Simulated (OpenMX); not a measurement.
ZnS (Wurtzite-2H):

```
Zn S
1.0
     3.81100    0.00000    0.00000
    -1.90550    3.30042    0.00000
     0.00000    0.00000    6.23400
Zn S
2 2
Direct
  0.66667 0.33333 0.50000
  0.33333 0.66667 0.00000
  0.66667 0.33333 0.88500
  0.33333 0.66667 0.38500
```

Base run:

| Item | Value |
| --- | --- |
| Program | OpenMX 3.8.5 |
| Functional | LDA |
| Potentials or basis | OpenMX 2013 LDA set, Zn6.0H-s3p2d2, S7.0-s2p2d1f1, grid cutoff 500 Ry |
| k mesh | 7 × 7 × 5 |
| Occupations | fermi-dirac, width 0.05 eV |
| Spin | no spin polarisation |

Its results: band gap on the k mesh 2.21 eV, direct; pressure -1.7 GPa; largest force 0.328 eV/Å.

**Question.** The run is repeated on the same cell with these changes: functional from LDA to PBE; potentials or basis from OpenMX 2013 LDA set, Zn6.0H-s3p2d2, S7.0-s2p2d1f1, grid cutoff 500 Ry to OpenMX 2013 PBE set, Zn6.0H-s3p2d2, S7.0-s2p2d1f1, grid cutoff 500 Ry. What comes out?

**Answer.** Band gap on the k mesh 2.47 eV, direct; pressure 5.4 GPa; largest force 0.361 eV/Å.

Caveats: the basis of atomic orbitals isn't converged, which shifts pressures, moduli and gaps.
